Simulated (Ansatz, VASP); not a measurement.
## CoO: VASP beside Ansatz

INCAR

```
SYSTEM = CoO
PREC = Accurate
ENCUT = 520
EDIFF = 1E-6
ISMEAR = -1
SIGMA = 0.05
LREAL = .FALSE.
LASPH = .TRUE.
NELM = 150
ALGO = Normal
ISIF = 2
LWAVE = .FALSE.
LCHARG = .TRUE.
ISPIN = 2
MAGMOM = 2 0
LORBIT = 11
LMAXMIX = 4
LELF = .TRUE.
LVHAR = .TRUE.
NBANDS = 18
```

KPOINTS

```
Automatic mesh
0
G
  11 11 11
  0 0 0
```

POSCAR

```
CoO
1.0
    1.4747370529      0.8514398345      2.3901185036
   -1.4747370529      0.8514398345      2.3901185036
    0.0000000000     -1.7028796690      2.3901185036
Co O
1 1
Direct
    0.0000000000      0.0000000000      0.0000000000
    0.5000000000      0.5000000000      0.5000000000
```

The input input.yaml:

```yaml
crystal:
  lattice:
    - [1.4747370529, 0.8514398345, 2.3901185036]
    - [-1.4747370529, 0.8514398345, 2.3901185036]
    - [0.0, -1.702879669, 2.3901185036]
  atoms:
    - { symbol: Co, position: [0.0, 0.0, 0.0], spin: 2.0 }
    - { symbol: O, position: [0.5, 0.5, 0.5] }
hamiltonian:
  xc: lda
  pseudopotentials: { kind: paw }
magnetization:
  spin_polarized: true
kpoints:
  mp_grid: { grid: [11, 11, 11] }
scf:
  occupations: { method: fermi_dirac, width: 0.05 }
output:
  forces: true
  stress: true
  eigenvalues: true
```

The cell is a database's computed one.

Alike in both runs: task single point; functional LDA; k mesh 11 × 11 × 11; occupations fermi-dirac, width 0.05 eV; collinear spin.

```csv
,VASP,Ansatz
version,VASP 6.6.1,Ansatz 0.2.0
potentials or method,"VASP PAW LDA potentials, release 64 (Co, O)",Ansatz PAW
plane-wave cutoff (eV),520,420
valence electrons in the cell,15,23
```

Ansatz gave:

- gap on the k mesh at the Fermi level (eV): none
- pressure (GPa): -10.8
- largest component of the traceless stress (GPa): 0.31
- net moment per atom (μB): 1.24
- size of the moment on the site where the two differ most (μB): 2.11

What did VASP give for the same quantities?

gap on the k mesh at the Fermi level (eV): none; pressure (GPa): -12.8; largest component of the traceless stress (GPa): 0.23; net moment per atom (μB): 1.15; size of the moment on the site where the two differ most (μB): 2.05.

Site moments also hang on the region over which each program counts them. A gap of «none» marks a metal or a gap that the smearing closes. The two sets of potentials don't hold the same shells in valence.

Caveats: a cell with one magnetic atom can't hold antiferromagnetic order, which such compounds often take; semilocal functionals often make such compounds metallic where correlation or magnetic order opens a gap, which also shifts bond lengths; the pressure holds a Pulay correction of +1.0 GPa for the finite cutoff (Ansatz); the PAW data sets come from PBE, with cores solved anew for the run's functional, which leaves a small shift of forces and pressure (Ansatz).
